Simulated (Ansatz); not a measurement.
## Input and output of a self-consistent single point for Li2O (Fm-3m, 3 atoms in the cell) (Ansatz)

Method of the run: LDA (PW92), default PAW files made with PBE (plane waves; Ansatz, a first-principles code).

Input as run:

Ansatz 0.2 input:
```yaml
# Li2O
crystal:
  lattice:
    - [0.000000, 2.298450, 2.298450]
    - [2.298450, 0.000000, 2.298450]
    - [2.298450, 2.298450, 0.000000]
  atoms:
    - { symbol: Li, position: [0.250000, 0.250000, 0.250000] }
    - { symbol: Li, position: [0.750000, 0.750000, 0.750000] }
    - { symbol: O, position: [0.000000, 0.000000, 0.000000] }
basis:
  ecutwfc: 420.0 eV
kpoints:
  mp_grid: { grid: [9, 9, 9] }
hamiltonian:
  xc: lda
  pseudopotentials: { kind: paw }
scf:
  occupations: { method: fermi_dirac, width: 0.02 eV }
output:
  forces: true
  eigenvalues: true
  stress: true
```

Log, with long lists cut:

```
WARN ansatz: RAYON_NUM_THREADS=1 ignored (pool sized by the plan → 1); use --threads N
Pseudopotentials: kind: paw
Pseudopotential: Li, paw, valence charge 3
Pseudopotential: O, paw, valence charge 6
Crystal: 3 atoms, lattice volume = 24.285 Å³
Basis set: ecut = 420 eV, 531 PW (Γ)
Bands: 10, of which v1, the nominal top of the filled ones, is band 6 counted from 1 (5 counted from 0)
Symmetry: 48 space group operations
Space group: Fm-3m (ITA 225), of the structure as read, at distance tolerance 2.9e-5 Å
k-points: 35 of 729
PAW frozen core: O, regenerated for the run's functional, and the local potential with it
Initial density: superposition of atomic densities (neutral atoms: chi_scale 0, normalization atom), corrected by the library's trained network
Initial wavefunctions: pseudopotential atomic-orbital guess
Eigensolver: davidson
Functional: x = slater, c = lda
SCF iter   1: F=—  HF=-961.916044 eV  |F-HF|=—  |Δ(HF+E_count)|=         —  Δρ=1.61e-2  dr2=5.50e-2  ethr=1.77e-3  ⟨swp⟩=4.8  Hψ=2003  notcnv=0
all-band conjugate gradients solve this SCF's bands
preconditioner: auto → none
SCF iter   2: F=—  HF=-961.894766 eV  |F-HF|=—  |Δ(HF+E_count)|=   2.13e-2  Δρ=5.31e-3  dr2=6.42e-3  ethr=4.58e-4  ⟨swp⟩=2.0  Hψ=748  notcnv=0
SCF iter   3: F=—  HF=-961.891585 eV  |F-HF|=—  |Δ(HF+E_count)|=   3.18e-3  Δρ=6.26e-4  dr2=5.11e-5  ethr=5.35e-5  ⟨swp⟩=2.2  Hψ=683  notcnv=0
SCF iter   4: F=—  HF=-961.891565 eV  |F-HF|=—  |Δ(HF+E_count)|=   1.93e-5  Δρ=5.02e-5  dr2=6.18e-7  ethr=4.26e-7  ⟨swp⟩=1.7  Hψ=433  notcnv=0
iter 5 did not close the SCF: its close was put off for the readings that it lacked (scf_convergence_deferred on its scf_iter line)
SCF iter   5: F=-961.891565 eV  HF=-961.891565 eV  |F-HF|=5.55e-9  |Δ(HF+E_count)|=   5.10e-8  Δρ=9.80e-6  dr2=1.17e-8  ethr=5.15e-9  ⟨swp⟩=2.1  Hψ=457  notcnv=0
SCF iter   6: F=-961.891565 eV  HF=-961.891565 eV  |F-HF|=6.10e-11  |Δ(HF+E_count)|=  8.97e-11  Δρ=8.61e-7  dr2=1.06e-10  ethr=9.77e-11  ⟨swp⟩=1.9  Hψ=1024  notcnv=0
SCF 1 converged in 6 iterations: F = -961.891565 eV  dr2 = 1.06e-10
SCF converged after 6 iterations
Free energy (F): -961.891565 eV
Harris-Foulkes:  -961.891565 eV  (|F-HF|=6.10e-11)
Internal energy: -961.891565 eV  (E = F + TS)
E sigma→0 (E₀):  -961.891565 eV
Fermi energy:    5.121318 eV
--- Per-component energies (eV) ---
  E_band       = -172.029309
  E_kinetic    = 221.357295
  E_local      = -563.030718  (includes V_loc(G=0)·N_el)
  E_nonlocal   = -15.715648
  E_hartree    = 184.393667
  E_xc         = -95.759518
  E_vxc        = -123.579514  (∫ρ·V_xc dr)
  E_paw        = -184.308523  (= ΣΔE_a)
  E_vpaw       = -59.850901  (= ΣTr[D̂ρ^β])
  E_aug_tail   = 0.002663  (compensation charges beyond the density's cutoff)
  E_ewald      = -508.927704
  E_core_change = 0.096921  (= ΣΔE_core)
  E_smearing   = -0.000000  (= −TS)
  E_closure    = 0.000000  (closes the sum)
  Σ components = -961.891565   (vs F -961.891565, Δ=0.00e0)
--- Forces (eV/Å), atoms counted from 1 ---
  atom   1  Li     0.00000000     0.00000000     0.00000000
   [... zero for the other atoms too ...]
  max |Σ_I F_I| component: 1.39e-17 eV/Å
--- Stress (GPa, compression-positive) ---
       -5.594648       0.000000      -0.000000
        0.000000      -5.594648       0.000000
        0.000000       0.000000      -5.594648
  P = ⅓ Tr σ = -5.5946 GPa (-55.946 kbar)
  The stress holds the Pulay correction. Without it, at fixed plane waves, as pw.x and ABINIT print it: P = -6.2921 GPa
--- Band table (eV; the first three rows and the last of 35) ---
  k-point 0: bands = ["-39.1718", "-38.7856", "-12.4774", "2.6529", "2.6529", "2.6529", "8.0056", "14.3399", "14.3399", "14.3399"]
  k-point 1: bands = ["-39.1582", "-38.7954", "-12.4546", "2.2322", "2.5929", "2.5929", "8.3283", "14.3851", "14.5213", "14.5213"]
  k-point 2: bands = ["-39.1197", "-38.8244", "-12.3941", "1.3094", "2.4464", "2.4464", "9.1280", "14.3207", "14.8148", "14.8148"]
  k-point 34: bands = ["-38.9718", "-38.9422", "-12.2118", "0.6239", "1.1694", "1.2942", "9.7133", "13.0617", "16.5398", "16.7246"]
```

The run converged in 6 iterations.

The starting cell has typed, rounded lattice constants, without a prior relaxation at this level. Its lattice was rescaled by up to half a per cent. With a pressure of about -6 GPa the cell is away from its equilibrium volume at this level. Ansatz's pressure includes its estimate of the finite-basis (Pulay) stress. Without the estimate this run gives -6.29 GPa.
